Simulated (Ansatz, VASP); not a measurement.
**GaN (GaN(110)): VASP beside Ansatz**

Wanted: the spread between two codes on one cell, functional and k mesh. The structure shown is the end of the VASP relaxation below.

Main program and level: Ansatz 0.2.0; plane waves, with VASP 6.6.1 beside it; single point at PBE and band structure at PBE.

### Step 1. Starting point

The cell holds 18 atoms: 9 Ga and 9 N. Cell: a = 3.244 Å, b = 4.588 Å, c = 28.977 Å, α = 90.0°, β = 90.0°, γ = 90.0°. It derives from GaN. As first built, before any earlier steps moved the atoms: 9 layers, cut at this functional's lattice. Vacuum lies along c.

As a file:

```xyz
18
Lattice="3.2442 0.0000 0.0000 0.0000 4.5880 0.0000 0.0000 0.0000 28.9768" Properties=species:S:1:pos:R:3
Ga    0.0000    0.1962    8.2030
Ga    1.6221    2.2746    9.5662
Ga    0.0000    4.5653   11.2546
Ga    1.6221    2.2642   12.8594
Ga    0.0000    4.5643   14.4884
Ga    1.6221    2.2642   16.1174
Ga    0.0000    4.5653   17.7222
Ga    1.6221    2.2746   19.4106
Ga    0.0000    0.1962   20.7738
N     0.0000    3.4032    9.6058
N     1.6221    1.1325    7.9466
N     0.0000    3.4129   12.8662
N     1.6221    1.1270   11.2343
N     0.0000    3.4129   16.1106
N     1.6221    1.1226   14.4884
N     0.0000    3.4032   19.3709
N     1.6221    1.1270   17.7424
N     1.6221    1.1325   21.0301
```

### Step 2. VASP: relaxation, PBE

This run makes the geometry at which the two programs are then compared.

Lines of VASP's logs that name or quote its potential files are left out, and so is its time.

The input, INCAR:

```
SYSTEM = GaN
PREC = Normal
ENCUT = 440
EDIFF = 1E-05
NELM = 120
ISMEAR = 0
SIGMA = 0.03
LREAL = Auto
ALGO = Fast
GGA = PE
NBANDS = 54
LORBIT = 11
LWAVE = .FALSE.
LCHARG = .FALSE.
KPAR = 4
IBRION = 2
NSW = 60
ISIF = 2
EDIFFG = -0.03
POTIM = 0.4
MAXMIX = 40
IDIPOL = 3
LDIPOL = .TRUE.
DIPOL = 0.5 0.5 0.5
```

The input, POSCAR:

```
GaN
1.0
    3.2441885076      0.0000000000      0.0000000000
    0.0000000000      4.5879753864      0.0000000000
    0.0000000000      0.0000000000     28.9767540306
Ga N
9 9
Direct
    0.0000000000      0.0000000000      0.2760833700
    0.5000000000      0.5000000000      0.3320625300
    0.0000000000      0.0000000000      0.3880416900
    0.5000000000      0.5000000000      0.4440208400
    0.0000000000      0.0000000000      0.5000000000
    0.5000000000      0.5000000000      0.5559791600
    0.0000000000      0.0000000000      0.6119583100
    0.5000000000      0.5000000000      0.6679374700
    0.0000000000      0.0000000000      0.7239166300
    0.0000000000      0.7500000000      0.3320625300
    0.5000000000      0.2500000000      0.2760833700
    0.0000000000      0.7500000000      0.4440208400
    0.5000000000      0.2500000000      0.3880416900
    0.0000000000      0.7500000000      0.5559791600
    0.5000000000      0.2500000000      0.5000000000
    0.0000000000      0.7500000000      0.6679374700
    0.5000000000      0.2500000000      0.6119583100
    0.5000000000      0.2500000000      0.7239166300
```

The input, KPOINTS:

```
Automatic mesh
0
Gamma
7 5 1
0 0 0
```

PAW data sets: Ga and N (PBE family, release 64).

Command:

```bash
$ mpirun -np 4 vasp_std
```

Numbers of over 12 decimals in the logs are rounded to 6 here.

Log:

```text
[banner, memory and clock lines left out]
running    4 mpi-ranks, on    1 nodes
 distrk:  each k-point on    1 cores,    4 groups
 distr:  one band on    1 cores,    1 groups

 POSCAR found type information on POSCAR GaN
 POSCAR found :  2 types and      18 ions
 LDA part: xc-table for (Slater+PW92), standard interpolation
 POSCAR, INCAR and KPOINTS ok, starting setup
 FFT: planning ... GRIDC
 FFT: planning ... GRID_SOFT
 FFT: planning ... GRID
 WAVECAR not read
 entering main loop
       N       E                     dE             d eps       ncg     rms          rms(c)
DAV:   1     0.455348403282E+03    0.45535E+03   -0.26679E+04  1296   0.957E+02
DAV:   2    -0.473213420703E+02   -0.50267E+03   -0.47924E+03  1690   0.227E+02
DAV:   3    -0.122037781144E+03   -0.74716E+02   -0.73524E+02  1576   0.898E+01
DAV:   4    -0.125027850194E+03   -0.29901E+01   -0.29691E+01  1736   0.204E+01
DAV:   5    -0.125116579301E+03   -0.88729E-01   -0.88542E-01  1680   0.323E+00    0.267E+01
RMM:   6    -0.105275515617E+03    0.19841E+02   -0.62835E+01  1296   0.232E+01    0.101E+01
RMM:   7    -0.105523034459E+03   -0.24752E+00   -0.81441E+00  1298   0.967E+00    0.625E+00
RMM:   8    -0.105301128121E+03    0.22191E+00   -0.11345E+00  1303   0.317E+00    0.190E+00
RMM:   9    -0.105266119697E+03    0.35008E-01   -0.23717E-01  1318   0.156E+00    0.550E-01
RMM:  10    -0.105268275654E+03   -0.21560E-02   -0.11478E-01  1420   0.816E-01    0.311E-01
RMM:  11    -0.105271098848E+03   -0.28232E-02   -0.91941E-03  1311   0.366E-01    0.209E-01
RMM:  12    -0.105270353660E+03    0.74519E-03   -0.50867E-03  1312   0.228E-01    0.787E-02
RMM:  13    -0.105270628762E+03   -0.27510E-03   -0.29277E-03  1350   0.142E-01    0.373E-02
RMM:  14    -0.105271348793E+03   -0.72003E-03   -0.11146E-03  1326   0.864E-02    0.204E-02
RMM:  15    -0.105271765305E+03   -0.41651E-03   -0.35239E-04  1312   0.463E-02    0.149E-02
RMM:  16    -0.105271993639E+03   -0.22833E-03   -0.13469E-04  1171   0.296E-02    0.773E-03
RMM:  17    -0.105272111111E+03   -0.11747E-03   -0.49490E-05  1021   0.158E-02    0.349E-03
RMM:  18    -0.105272184992E+03   -0.73881E-04   -0.15360E-05   908   0.888E-03    0.287E-03
RMM:  19    -0.105272265891E+03   -0.80899E-04   -0.71911E-06   817   0.585E-03    0.156E-03
RMM:  20    -0.105272325274E+03   -0.59383E-04   -0.43375E-06   711   0.417E-03    0.795E-04
RMM:  21    -0.105272350234E+03   -0.24960E-04   -0.20118E-06   570   0.321E-03    0.471E-04
RMM:  22    -0.105272363012E+03   -0.12778E-04   -0.14879E-06   536   0.285E-03    0.165E-04
RMM:  23    -0.105272365682E+03   -0.26700E-05   -0.66097E-07   492   0.247E-03
   1 F= -.10527237E+03 E0= -.10527237E+03  d E =-.105272E+03
[... from here on, the cycles between the ionic steps are left out ...]
   2 F= -.10588537E+03 E0= -.10588537E+03  d E =-.613008E+00
   6 F= -.10614639E+03 E0= -.10614639E+03  d E =-.216399E-01
   7 F= -.10614660E+03 E0= -.10614660E+03  d E =-.218465E-01
   8 F= -.10615300E+03 E0= -.10615300E+03  d E =-.640085E-02
   9 F= -.10615306E+03 E0= -.10615306E+03  d E =-.645715E-02
  10 F= -.10615671E+03 E0= -.10615671E+03  d E =-.365623E-02
  11 F= -.10615705E+03 E0= -.10615705E+03  d E =-.399322E-02
  12 F= -.10615890E+03 E0= -.10615890E+03  d E =-.185010E-02
  13 F= -.10616059E+03 E0= -.10616059E+03  d E =-.354093E-02
  14 F= -.10616152E+03 E0= -.10616152E+03  d E =-.931776E-03
  15 F= -.10616267E+03 E0= -.10616267E+03  d E =-.208146E-02
  16 F= -.10616268E+03 E0= -.10616268E+03  d E =-.208835E-02
 curvature:  -3.06 expect dE=-0.181E-02 dE for cont linesearch -0.178E-05
 trial: gam= 0.05878 g(F)=  0.593E-03 g(S)=  0.000E+00 ort = 0.820E-04 (trialstep = 0.612E+00)
 search vector abs. value=  0.642E-03
 bond charge predicted
       N       E                     dE             d eps       ncg     rms          rms(c)
DAV:   1    -0.106162933035E+03   -0.25794E-03   -0.15482E-02  1452   0.533E-01    0.300E-02
RMM:   2    -0.106162918312E+03    0.14722E-04   -0.27631E-04  1296   0.654E-02    0.148E-02
RMM:   3    -0.106162950238E+03   -0.31926E-04   -0.39449E-05  1085   0.244E-02    0.184E-02
RMM:   4    -0.106162941399E+03    0.88397E-05   -0.10254E-05   883   0.106E-02
  17 F= -.10616294E+03 E0= -.10616294E+03  d E =-.260809E-03
 trial-energy change:   -0.000261  1 .order   -0.000260   -0.000366   -0.000155
 step:   1.0624(harm=  1.0624)  dis= 0.00164  next Energy=  -106.162998 (dE=-0.317E-03)
 reached required accuracy - stopping structural energy minimisation
```

Parts of OUTCAR (step 2):

```text
ion  position               nearest neighbor table
   1  0.000  0.000  0.276-  11 1.99  11 1.99  10 1.99   2 3.24   2 3.24   2 3.24   2 3.24   3 3.24

  LATTYP: Found a simple orthorhombic cell.
 ALAT       =     3.2441885076
 B/A-ratio  =     1.4142135624
 C/A-ratio  =     8.9318959002

 Subroutine GETGRP returns: Found  4 space group operations
 (whereof  4 operations were pure point group operations)

The static configuration has the point symmetry C_2v.

 Found     12 irreducible k-points:

   k-points           NKPTS =     12   k-points in BZ     NKDIM =     12   number of bands    NBANDS=     54

   dimension x,y,z NGX =    18 NGY =   24 NGZ =  150
   dimension x,y,z NGXF=    36 NGYF=   48 NGZF=  300

   ENCUT  =  440.0 eV  32.34 Ry    5.69 a.u.   5.55  7.85 49.56*2*pi/ulx,y,z

   NELECT =      72.0000    total number of electrons

 k-points in reciprocal lattice and weights: Automatic mesh
   0.00000000  0.00000000  0.00000000       0.029
   0.14285714  0.00000000  0.00000000       0.057
   0.28571429  0.00000000  0.00000000       0.057
   0.42857143  0.00000000  0.00000000       0.057
   0.00000000  0.20000000  0.00000000       0.057
   0.14285714  0.20000000  0.00000000       0.114
   0.28571429  0.20000000  0.00000000       0.114
   0.42857143  0.20000000  0.00000000       0.114
   0.00000000  0.40000000  0.00000000       0.057
   0.14285714  0.40000000  0.00000000       0.114
   0.28571429  0.40000000  0.00000000       0.114
   0.42857143  0.40000000  0.00000000       0.114

 dipolmoment           0.000000      0.000000     -0.000000 electrons x Angstroem

 average (electrostatic) potential at core
       1 -17.7810       2 -17.5448       3 -17.6873       4 -17.6140       5 -17.6414
       6 -17.6140       7 -17.6873       8 -17.5448       9 -17.7810      10 -69.0967
      11 -68.4866      12 -69.0115      13 -68.9329      14 -69.0115      15 -68.9801
      16 -69.0967      17 -68.9329      18 -68.4866

 E-fermi :  -1.4000

 k-point     1 :       0.0000    0.0000    0.0000
  band No.  band energies     occupation
    ...
     32      -1.9893      2.00000
     33      -1.8305      2.00000
     34      -1.7604      2.00000
     35      -1.6726      2.00000
     36      -1.5721      2.00000
     37      -0.2336      0.00000
     38       0.3974      0.00000
     39       1.3930      0.00000
     40       1.8836      0.00000
     41       2.2392      0.00000
    ...

 k-point     2 :       0.1429    0.0000    0.0000
  band No.  band energies     occupation
    ...
     32      -2.5876      2.00000
     33      -2.3198      2.00000
     34      -2.2552      2.00000
     35      -1.7509      2.00000
     36      -1.6507      2.00000
     37       0.6982      0.00000
     38       1.0125      0.00000
     39       1.8039      0.00000
     40       2.4582      0.00000
     41       2.5310      0.00000
    ...

 k-point     3 :       0.2857    0.0000    0.0000
  band No.  band energies     occupation
    ...
     32      -3.0996      2.00000
     33      -2.9793      2.00000
     34      -2.5325      2.00000
     35      -1.9072      2.00000
     36      -1.7887      2.00000
     37       1.6780      0.00000
     38       1.7519      0.00000
     39       2.4133      0.00000
     40       2.5251      0.00000
     41       2.6106      0.00000
    ...

  Total        0.2358719     -1.0690873     -1.6386876      0.0000000      0.0000000      0.0000000
  in kB        0.8762136     -3.9714295     -6.0873722      0.0000000      0.0000000      0.0000000
  external PRESSURE =      -3.0608627 kB  Pullay stress =       0.0000000 kB

  energy-cutoff  :      440.00
  volume of cell :      431.30
      direct lattice vectors                 reciprocal lattice vectors
     3.244188508  0.000000000  0.000000000     0.308243494  0.000000000  0.000000000
     0.000000000  4.587975386  0.000000000     0.000000000  0.217961065  0.000000000
     0.000000000  0.000000000 28.976754031     0.000000000  0.000000000  0.034510422

 POSITION                                       TOTAL-FORCE (eV/Angst)
 -----------------------------------------------------------------------------------
      0.00000      0.19622      8.20298         0.000000      0.011162      0.017807
      1.62209      2.27462      9.56618        -0.000000     -0.017076      0.019806
      0.00000      4.56532     11.25455         0.000000     -0.006051     -0.008899
      1.62209      2.26423     12.85937         0.000000      0.009702     -0.002054
      0.00000      4.56433     14.48838         0.000000     -0.007110      0.000000
      1.62209      2.26423     16.11739         0.000000      0.009702      0.002054
      0.00000      4.56532     17.72220         0.000000     -0.006051      0.008899
      1.62209      2.27462     19.41057        -0.000000     -0.017076     -0.019806
      0.00000      0.19622     20.77377         0.000000      0.011162     -0.017807
      0.00000      3.40316      9.60584         0.000000     -0.005348      0.025586
      1.62209      1.13246      7.94664        -0.000000      0.004775     -0.013814
      3.24419      3.41287     12.86616         0.000000      0.008015     -0.005791
      1.62209      1.12704     11.23433         0.000000      0.000631     -0.006457
      0.00000      3.41287     16.11060         0.000000      0.008015      0.005791
      1.62209      1.12259     14.48838         0.000000     -0.004509      0.000000
      0.00000      3.40316     19.37092         0.000000     -0.005348     -0.025586
      1.62209      1.12704     17.74242         0.000000      0.000631      0.006457
      1.62209      1.13246     21.03012        -0.000000      0.004775      0.013814
 -----------------------------------------------------------------------------------
    total drift:                                0.000000     -0.093236     -0.000040

  FREE ENERGIE OF THE ION-ELECTRON SYSTEM (eV)
  ---------------------------------------------------
  free  energy   TOTEN  =      -106.1629413987 eV

  energy  without entropy=     -106.1629413987  energy(sigma->0) =     -106.16294140

 reached required accuracy - stopping structural energy minimisation

 vacuum level on the upper side and lower side of the slab         3.959         3.959

 total charge
# of ion       s       p       d       tot
------------------------------------------
    1        1.073   1.265   0.321   2.659
    2        1.000   1.336   0.352   2.687
    3        1.000   1.327   0.342   2.670
    4        1.002   1.340   0.350   2.691
    5        1.001   1.337   0.349   2.687
    6        1.002   1.340   0.350   2.691
    7        1.000   1.327   0.342   2.670
    8        1.000   1.336   0.352   2.687
    9        1.073   1.265   0.321   2.659
   10        1.243   2.445   0.000   3.687
   11        1.261   2.383   0.000   3.644
   12        1.237   2.453   0.000   3.690
   13        1.239   2.443   0.000   3.682
   14        1.237   2.453   0.000   3.690
   15        1.237   2.452   0.000   3.689
   16        1.243   2.445   0.000   3.687
   17        1.239   2.443   0.000   3.682
   18        1.261   2.383   0.000   3.644
--------------------------------------------------
tot         20.347  33.773   3.080  57.200

[... 3 further parts left out ...]
```

CONTCAR:

```
GaN
   1.00000000000000
     3.2441885076000001    0.0000000000000000    0.0000000000000000
     0.0000000000000000    4.5879753864000001    0.0000000000000000
     0.0000000000000000    0.0000000000000000   28.9767540305999987
  Ga              N
     9     9
Direct
     0.0000000000000000    0.0427690274818890    0.2830884569343747
     0.5000000000000000    0.4957793651093972    0.3301329116527058
     0.0000000000000000    0.9950617386119960    0.3883993528189393
     0.5000000000000000    0.4935148545974559    0.4437822255687641
     0.0000000000000000    0.9948470418053200    0.5000000000000000
     0.5000000000000000    0.4935148545974559    0.5562177744312360
     0.0000000000000000    0.9950617386119960    0.6116006471810608
     0.5000000000000000    0.4957793651093972    0.6698670883472941
     0.0000000000000000    0.0427690274818890    0.7169115430656252
     0.0000000000000000    0.7417565251595030    0.3315014947058610
     0.5000000000000000    0.2468318060667964    0.2742417898526885
     1.0000000000000000    0.7438727629090403    0.4440164390440060
     0.5000000000000000    0.2456500114261055    0.3877015559694361
     0.0000000000000000    0.7438727629090403    0.5559835609559942
     0.5000000000000000    0.2446807754703134    0.5000000000000000
     0.0000000000000000    0.7417565251595030    0.6684985052941390
     0.5000000000000000    0.2456500114261055    0.6122984440305638
     0.5000000000000000    0.2468318060667964    0.7257582101473111
```

The data set Ga keeps the semicore shell frozen, which is cheaper and a little less accurate. The run keeps the 4 symmetry operations of its start, so it cannot find a distortion of lower symmetry.

[end of part 1 of 3]

[Lines on the potential files, build, host, timing and source positions are cut from VASP's logs without a mark.]

[Logs are printed without paths, hosts, clocks, repeated set-up lines and the standing remarks that a program may print on its own settings, such as how far it seeks lower states.]

[Hosts, paths, dates, database ids (printed as entryN), source tags and the programs' standing remarks are cut or masked in the printed files.]
